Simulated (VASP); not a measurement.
# Sn (I4/mmm) in VASP: settings compared

Aim: see how the results for Sn move with the level of theory and the settings. Levels: LDA, r2SCAN+rVV10. Tasks: equation of state, band structure.

Everything below comes from runs of VASP 6.6.1. Logs are shortened: lines on timing, memory, paths and dates and some standing lists are left out, and cuts for length are marked.

## 1. The structure

It takes space group I4/mmm (No. 139, tetragonal). Conventional cell: a = 3.386 Å, b = 3.386 Å, c = 4.499 Å, α = 90.00°, β = 90.00°, γ = 90.00°. Sn (site symmetry 4/mmm) is surrounded by 12 Sn at 3.29 to 3.39 Å.

This isn't the form of Sn at room conditions, which is tetragonal (white tin).

## 2. Equation of state, LDA, 24.76 Å³/atom (a relaxed cell with its volume scaled by 0.96)

INCAR reads:

```
SYSTEM = Sn
PREC     = Accurate       ! precision mode
ENCUT    = 520            ! plane-wave cutoff, eV
EDIFF    = 1E-6           ! SCF threshold, eV
ISMEAR   = -1             ! smearing method
SIGMA    = 0.05           ! smearing width, eV
LREAL    = .FALSE.        ! projectors in reciprocal space
LASPH    = .TRUE.         ! aspherical terms in the spheres
NELM     = 100            ! most SCF steps
ALGO     = Fast           ! electronic algorithm
ISIF     = 2              ! what is computed and relaxed
LWAVE    = .FALSE.        ! write WAVECAR
LCHARG   = .FALSE.        ! write CHGCAR
GGA      = CA             ! functional
```

KPOINTS reads:

```
Automatic mesh
0
G
  10 10 10
  0 0 0
```

POSCAR reads:

```
Sn                                      
1.0
   -1.6703924747      1.6701679790      2.2192040122
    1.6703924747     -1.6701679790      2.2192040122
    1.6703924747      1.6701679790     -2.2192040122
  Sn            
     1
Direct
     0.0000000000000000    0.0000000000000000    0.0000000000000000
```

Potentials or basis: VASP PAW LDA potentials, release 64 (Sn_d).

Command:

```console
> cat potpaw_LDA.64/Sn_d/POTCAR > POTCAR
> mpirun -np 1 vasp_std > vasp.out
```

OUTCAR:

```text
SYSTEM = Sn
   PREC = Accurate
   ENCUT = 520
   EDIFF = 1E-6
   ISMEAR = -1
   LREAL = .FALSE.
   LASPH = .TRUE.
   NELM = 100
   ISIF = 2
   GGA = CA

 ion  position               nearest neighbor table
   1  0.000  0.000  0.000-

  LATTYP: Found a body centered orthorhombic cell.
 ALAT       =     3.3403359580
 B/A-ratio  =     1.0001344150
 C/A-ratio  =     1.3287310259

  Lattice vectors:

 A1 = (   1.6703924747,  -1.6701679790,  -2.2192040122)
 A2 = (  -1.6703924747,   1.6701679790,  -2.2192040122)
 A3 = (   1.6703924747,   1.6701679790,   2.2192040122)

Analysis of symmetry for initial positions (statically):
=====================================================================
 Subroutine PRICEL returns:
 Original cell was already a primitive cell.

 Routine SETGRP: Setting up the symmetry group for a
 body centered orthorhombic supercell.

 Subroutine GETGRP returns: Found  8 space group operations
 (whereof  8 operations were pure point group operations)
 out of a pool of  8 trial point group operations.

The static configuration has the point symmetry D_2h.

Analysis of symmetry for dynamics (positions and initial velocities):
=====================================================================
 Subroutine PRICEL returns:
 Original cell was already a primitive cell.

 Routine SETGRP: Setting up the symmetry group for a
 body centered orthorhombic supercell.

 Subroutine GETGRP returns: Found  8 space group operations
 (whereof  8 operations were pure point group operations)
 out of a pool of  8 trial point group operations.

The dynamic configuration has the point symmetry D_2h.

 Subroutine INISYM returns: Found  8 space group operations
 (whereof  8 operations are pure point group operations),
 and found     1 'primitive' translations

----------------------------------------------------------------------------------------

                                     Primitive cell

  volume of cell :      24.7649

  direct lattice vectors                    reciprocal lattice vectors
    -1.670392475  1.670167979  2.219204012     0.000000000  0.299371085  0.225306009
     1.670392475 -1.670167979  2.219204012     0.299330850  0.000000000  0.225306009
     1.670392475  1.670167979 -2.219204012     0.299330850  0.299371085  0.000000000

  length of vectors
     3.241070586  3.241070586  3.241070586     0.374680990  0.374648843  0.423346199

  position of ions in fractional coordinates (direct lattice)
     0.000000000  0.000000000  0.000000000

  ion indices of the primitive-cell ions
   primitive index   ion index
                 1           1

----------------------------------------------------------------------------------------

 KPOINTS: Automatic mesh

Automatic generation of k-mesh.
 Grid dimensions read from file:
 generate k-points for:   10   10   10

 Generating k-lattice:

  Cartesian coordinates                     Fractional coordinates (reciprocal lattice)
     0.000000000  0.029937108  0.022530601     0.100000000  0.000000000 -0.000000000
     0.029933085  0.000000000  0.022530601     0.000000000  0.100000000 -0.000000000
     0.029933085  0.029937108  0.000000000     0.000000000  0.000000000  0.100000000

  Length of vectors
     0.037468099  0.037464884  0.042334620

  Shift w.r.t. Gamma in fractional coordinates (k-lattice)
     0.000000000  0.000000000  0.000000000

 Subroutine IBZKPT returns following result:
 ===========================================

 Found    171 irreducible k-points:

 Following reciprocal coordinates:
            Coordinates               Weight
  0.000000  0.000000  0.000000      1.000000
  0.100000 -0.000000  0.000000      4.000000
  0.200000 -0.000000  0.000000      4.000000
  0.300000  0.000000  0.000000      4.000000
  0.400000  0.000000 -0.000000      4.000000
  0.500000  0.000000 -0.000000      2.000000
[... 16 lines left out ...]
 -0.400000  0.200000  0.000000      8.000000
 -0.300000  0.200000  0.000000      8.000000
 [... further k-points ...]
   k-points           NKPTS =    171   k-points in BZ     NKDIM =    171   number of bands    NBANDS=     11
   number of dos      NEDOS =    301   number of ions     NIONS =      1
   total plane-waves  NPLWV =  13824
   dimension x,y,z NGX =    24 NGY =   24 NGZ =   24
   dimension x,y,z NGXF=    48 NGYF=   48 NGZF=   48
   ions per type =               1
   NGX,Y,Z   is equivalent  to a cutoff of  12.31, 12.31, 12.31 a.u.
   NGXF,Y,Z  is equivalent  to a cutoff of  24.62, 24.62, 24.62 a.u.
 SYSTEM =  Sn
   PREC   = accura    normal or accurate (medium, high low for compatibility)
   ISTART =      0    job   : 0-new  1-cont  2-samecut
   ICHARG =      2    charge: 1-file 2-atom 10-const
   ISPIN  =      1    spin polarized calculation?
   LNONCOLLINEAR =      F non collinear calculations
   LSORBIT =      F    spin-orbit coupling
   LASPH  =      T    aspherical Exc in radial PAW
   ENCUT  =  520.0 eV  38.22 Ry    6.18 a.u.   6.03  6.03  6.03*2*pi/ulx,y,z
   NELM   =    100;   NELMIN=  2; NELMDL= -5     # of ELM steps
   EDIFF  = 0.1E-05   stopping-criterion for ELM
   LREAL  =      F    real-space projection
   EDIFFG = 0.1E-04   stopping-criterion for IOM
   NSW    =      0    number of steps for IOM
   IBRION =     -1    ionic relax: 0-MD 1-quasi-New 2-CG
   NFREE  =      0    steps in history (QN), initial steepest desc. (CG)
   ISIF   =      2    stress and relaxation
   ISYM   =      2    0-nonsym 1-usesym 2-fastsym
   POTIM  = 0.5000    time-step for ionic-motion
   TEBEG  =    0.0;   TEEND  =   0.0 temperature during run
   PSTRESS=    0.0 pullay stress
   NELECT =      14.0000    total number of electrons
   NUPDOWN=      -1.0000    fix difference up-down
   EMIN   =  10.00;   EMAX   =-10.00  energy-range for DOS
   EFERMI =   0.00;   METHOD = LEGACY
   ISMEAR =    -1;   SIGMA  =   0.05  broadening in eV -4-tet -1-fermi 0-gaus
   EFERMI_NEDOS =   21; number of points for ismear=-14 and -15
   IALGO  =     68    algorithm
   IMIX   =      4    mixing-type and parameters
     AMIX     =   0.40;   BMIX     =  1.00
     AMIX_MAG =   1.60;   BMIX_MAG =  1.00
  volume/ion in A,a.u.               =      24.76       167.12
  Fermi-wavevector in a.u.,A,eV,Ry     =   1.353647  2.558023 24.930788  1.832361
  Thomas-Fermi vector in A             =   2.480885
   LORBIT       =      0    0 simple, 1 ext, 2 COOP (PROOUT), +10 PAW based schemes
   GGA     = CA    functional components
   LHFCALC =     F    Hartree Fock is set to
   AEXX    =    0.0000 exact exchange contribution
   IVDW    =     0    specifies the selected vdW correction
   LEPSILON=     F    determine dielectric tensor
   LRPA    =     F    only Hartree local field effects (RPA)
 non-spin polarized calculation
 RMM-DIIS sequential band-by-band and
  energy-cutoff  :      520.00
  volume of cell :       24.76
 maximum number of plane-waves:       680
   NGX = 13   NGY = 13   NGZ = 13

 number of electron      13.9999998 magnetization

 Free energy of the ion-electron system (eV)
  ---------------------------------------------------
  ext. energy  EPLUGINS =         0.00000000
  ---------------------------------------------------
  free energy    TOTEN  =        -4.44059259 eV

  energy without entropy =       -4.43630625  energy(sigma->0) =       -4.43844942

 E-fermi :   9.0476     XC(G=0): -11.0469

 val. band max:        9.0474947567   @ k =   0.3000  -0.3000   0.2000
 cond. band min:       9.0476967437   @ k =  -0.3000   0.3000   0.2000
 fundamental gap:      0.0002019871
 Fermi energy:         9.0476451357

 k-point     1 :       0.0000    0.0000    0.0000
  band No.  band energies     occupation
      1     -12.4900      2.00000
      2     -12.4899      2.00000
      3     -12.4382      2.00000
      4     -12.3951      2.00000
      5     -12.3386      2.00000
      6      -2.8176      2.00000
      7      17.3385      0.00000
      8      17.4845      0.00000
      9      17.4877      0.00000
     10      19.9010      0.00000
     11      21.5253      0.00000

 k-point     2 :       0.1000   -0.0000    0.0000
  band No.  band energies     occupation
      1     -12.4844      2.00000
      2     -12.4790      2.00000
      3     -12.4334      2.00000
      4     -12.3925      2.00000
      5     -12.3411      2.00000
      6      -2.5947      2.00000
      7      15.2654      0.00000
      8      17.0365      0.00000
      9      17.1326      0.00000
     10      19.3933      0.00000
     11      22.1469      0.00000

 k-point     3 :       0.2000   -0.0000    0.0000
  band No.  band energies     occupation
      1     -12.4768      2.00000
      2     -12.4665      2.00000
      3     -12.4234      2.00000
      4     -12.3692      2.00000
      5     -12.3394      2.00000
      6      -1.9234      2.00000
      7      11.8276      0.00000
      8      16.1928      0.00000
      9      16.6113      0.00000
     10      19.2119      0.00000
     11      21.7298      0.00000

 k-point     4 :       0.3000    0.0000    0.0000
  band No.  band energies     occupation
      1     -12.4756      2.00000
      2     -12.4727      2.00000
      3     -12.4249      2.00000
      4     -12.3178      2.00000
      5     -12.3166      2.00000
      6      -0.8035      2.00000
      7       8.5624      1.99988
      8      15.4269      0.00000
      9      16.1405      0.00000
     10      19.1853      0.00000
     11      20.6978      0.00000
[... 239 lines left out ...]
 k-point    22 :       0.5000    0.2000    0.0000
  band No.  band energies     occupation
      1     -12.5096      2.00000
      2     -12.4345      2.00000
      3     -12.3845      2.00000
      4     -12.3258      2.00000
      5     -12.2612      2.00000
      6       1.9369      2.00000
      7       5.7666      2.00000
      8      10.8858      0.00000
      9      13.5165      0.00000
     10      16.8693      0.00000
     11      22.7223      0.00000

 k-point    23 :      -0.4000    0.2000    0.0000
  band No.  band energies     occupation
      1     -12.5221      2.00000
      2     -12.4481      2.00000
      3     -12.3735      2.00000
      4     -12.3359      2.00000
      5     -12.2717      2.00000
      6       0.3559      2.00000
      7       8.3328      2.00000
      8      11.9688      0.00000
      9      13.3563      0.00000
     10      16.7077      0.00000
     11      20.8064      0.00000

 k-point    24 :      -0.3000    0.2000    0.0000
  band No.  band energies     occupation
      1     -12.5338      2.00000
      2     -12.4434      2.00000
      3     -12.3685      2.00000
      4     -12.3565      2.00000
      5     -12.3022      2.00000
      6      -0.8790      2.00000
      7      11.2793      0.00000
      8      13.3466      0.00000
      9      13.6310      0.00000
     10      16.9553      0.00000
     11      18.4402      0.00000

 [... further k-points ...]

------------------------ aborting loop because EDIFF is reached ----------------------------------------

  FORCE on cell =-STRESS in cart. coord.  units (eV):
  Direction    XX          YY          ZZ          XY          YZ          ZX
  --------------------------------------------------------------------------------------
  -------------------------------------------------------------------------------------
  Total        0.4396646      0.4417228      0.3435446     -0.0000000      0.0000000      0.0000000
  in kB       28.4443626     28.5775192     22.2258241     -0.0000000      0.0000000      0.0000000
  external PRESSURE =      26.4159020 kB  Pullay stress =       0.0000000 kB

 VOLUME and BASIS-vectors are now :
 -----------------------------------------------------------------------------
  energy-cutoff  :      520.00
  volume of cell :       24.76
      direct lattice vectors                 reciprocal lattice vectors
    -1.670392475  1.670167979  2.219204012     0.000000000  0.299371085  0.225306009
     1.670392475 -1.670167979  2.219204012     0.299330850  0.000000000  0.225306009
     1.670392475  1.670167979 -2.219204012     0.299330850  0.299371085  0.000000000

 POSITION                                       TOTAL-FORCE (eV/Angst)
 -----------------------------------------------------------------------------------
      0.00000      0.00000      0.00000         0.000000      0.000000      0.000000
 -----------------------------------------------------------------------------------
    total drift:                               -0.000000      0.000000     -0.000000

  FREE ENERGIE OF THE ION-ELECTRON SYSTEM (eV)
  ---------------------------------------------------
  free  energy   TOTEN  =        -4.4405925860 eV

  energy  without entropy=       -4.4363062508  energy(sigma->0) =       -4.43844942
```

It took 16 s on 1 thread of Intel Xeon Platinum 8488C (Sapphire Rapids), shared host; peak memory 0.15 GiB.

Results:

```yaml
Free_energy: -4.4406 eV
Pressure: 2.6 GPa
Band_gap_on_the_k_mesh: none (metal or under the smearing width)
```

## 3. Equation of state, LDA, 25.28 Å³/atom (a relaxed cell with its volume scaled by 0.98)

INCAR is that of step 2.

KPOINTS is that of step 2.

POSCAR reads:

```
Sn                                      
1.0
   -1.6819127868      1.6816867428      2.2345093511
    1.6819127868     -1.6816867428      2.2345093511
    1.6819127868      1.6816867428     -2.2345093511
  Sn            
     1
Direct
     0.0000000000000000    0.0000000000000000    0.0000000000000000
```

Potentials or basis: VASP PAW LDA potentials, release 64 (Sn_d).

Command:

```console
> cat potpaw_LDA.64/Sn_d/POTCAR > POTCAR
> mpirun -np 1 vasp_std > vasp.out
```

Run time: 16 s. Hardware: 1 thread of Intel Xeon Platinum 8488C (Sapphire Rapids), shared host; peak memory 0.15 GiB.

The run converged. Its results:

* Free energy: -4.4469 eV
* Pressure: 1.2 GPa
* Band gap on the k mesh: none (metal or under the smearing width)

## 4. Equation of state, LDA, 25.80 Å³/atom

INCAR is that of step 3.

KPOINTS is that of step 3.

POSCAR reads:

```
Sn                                      
1.0
   -1.6932774072      1.6930498358      2.2496078452
    1.6932774072     -1.6930498358      2.2496078452
    1.6932774072      1.6930498358     -2.2496078452
  Sn            
     1
Direct
     0.0000000000000000    0.0000000000000000    0.0000000000000000
```

Command:

```console
> cat potpaw_LDA.64/Sn_d/POTCAR > POTCAR
> mpirun -np 1 vasp_std > vasp.out
```

Wall time 16 s (1 thread of Intel Xeon Platinum 8488C (Sapphire Rapids), shared host); peak memory 0.16 GiB.

It converged, with:

```
Free energy            : -4.4490 eV
Pressure               : 0.0 GPa
Band gap on the k mesh : none (metal or under the smearing width)
```

(Part 1 of 2 ends here.)
